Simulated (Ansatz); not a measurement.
# Al3Ru2: convergence and cost

The task, for Al3Ru2: test the plane-wave cutoff on the displaced cell.

Method: DFT PBEsol, scalar-relativistic, plane waves, PAW, in Ansatz 0.2.0.

1 further run of the same task is left out (set aside as unsound or not needed). Runs told in other sessions of the task aren't counted.

## 1. The structure to begin with

The structure is tetragonal, space group I4/mmm (No. 139). The conventional cell has a = 3.078 Å, b = 3.078 Å, c = 14.286 Å, α = 90.00°, β = 90.00°, γ = 90.00°. Al (site symmetry 4/mmm) has 8 Ru at 2.65 Å and 2 Al at 2.77 Å in its first shell of neighbours. Al (site symmetry 4mm) is surrounded by 5 Ru at 2.51 to 2.86 Å and 5 Al at 2.70 to 2.77 Å. Ru (site symmetry 4mm) is surrounded by 9 Al at 2.51 to 2.86 Å.

Structure file:

```
CELL_PARAMETERS angstrom
-1.53890 1.53890 7.14310
1.53890 -1.53890 7.14310
1.53890 1.53890 -7.14310
ATOMIC_POSITIONS crystal
Al 0.00000 0.00000 0.00000
Al 0.80618 0.80618 0.00000
Al 0.19382 0.19382 0.00000
Ru 0.60587 0.60587 0.00000
Ru 0.39413 0.39413 0.00000
```

Source of the structure: the Materials Project (structure only). It is taken as it stands there.

## 2. The base input

Input file input.yaml:

```yaml
crystal:
  lattice:
    - [-1.538900875, 1.538900875, 7.14310203]
    - [1.538900875, -1.538900875, 7.14310203]
    - [1.538900875, 1.538900875, -7.14310203]
  atoms:
    - { symbol: Al, position: [0.0, 0.0, 0.0] }
    - { symbol: Al, position: [0.80618462, 0.80618462, 0.0] }
    - { symbol: Al, position: [0.19381538, 0.19381538, 0.0] }
    - { symbol: Ru, position: [0.60586857, 0.60586857, 0.0] }
    - { symbol: Ru, position: [0.39413143, 0.39413143, 0.0] }
basis:
  ecutwfc: 420
kpoints:
  mp_grid: { grid: [16, 16, 16] }
hamiltonian:
  xc: pbesol
scf:
  occupations: { method: gaussian, width: 0.1 }
output:
  forces: true
  stress: true
  eigenvalues: true
  populations: true
```

Its results, from an earlier run: -2642.0028 eV/atom at zero smearing, pressure -1.03 GPa, largest force 0.032 eV/Å, no gap on the mesh, in 6 SCF cycles and 57 s.

The runs on the displaced cell use a copy made earlier, with the atoms moved and the axes strained (about 1 %) at random, so that forces and shear stress do not vanish.

## 3. Plane-wave cutoff on the displaced cell set to 200 eV

Input file input.yaml:

```yaml
crystal:
  lattice:
    - [-1.5846213069, 1.58737526, 7.0880715461]
    - [1.5142696885, -1.4235815344, 7.0376275691]
    - [1.6072217161, 1.4461819435, -7.0527840329]
  atoms:
    - { symbol: Al, position: [-0.0326538363, 0.0178433993, -0.0249130608] }
    - { symbol: Al, position: [0.863806222, 0.7529634263, 0.0016917134] }
    - { symbol: Al, position: [0.2031287585, 0.1825306051, 0.0003583631] }
    - { symbol: Ru, position: [0.6469758986, 0.5900457088, 0.0291984464] }
    - { symbol: Ru, position: [0.3592498203, 0.3750955108, -0.0424644107] }
basis:
  ecutwfc: 200
kpoints:
  mp_grid: { grid: [10, 10, 12] }
hamiltonian:
  xc: pbesol
scf:
  occupations: { method: gaussian, width: 0.1 }
output:
  forces: true
  stress: true
  eigenvalues: true
```

On the command line:

```sh
$ ansatz run input.yaml --threads 1 --pin off --max-ram 2560MiB --backend cpu --events-out ev --progress --plain --runs-dir out
```

Further runs follow: plane-wave cutoff on the displaced cell: 250 eV; plane-wave cutoff on the displaced cell: 300 eV; plane-wave cutoff on the displaced cell: 350 eV; plane-wave cutoff on the displaced cell: 600 eV.

What results come out of these runs, taken together?

The runs gave:

```
                                                                        quantity                                    value
plane-wave cutoff on the displaced cell: within 10 and 1 meV/atom of 600 eV from  350 eV for 10; none of the others for 1
```

What this shows: The energy still moves by 1.07 meV/atom between the last two values of the plane-wave cutoff on the displaced cell, so 1 meV/atom is not shown to be reached. Total energies converge more slowly with the cutoff than differences between like structures do. The pressure is off by up to 1.6 GPa. Forces stay within 0.01 eV/Å of the reference from 350 eV on. The settings are coarse, so take the values as rough.
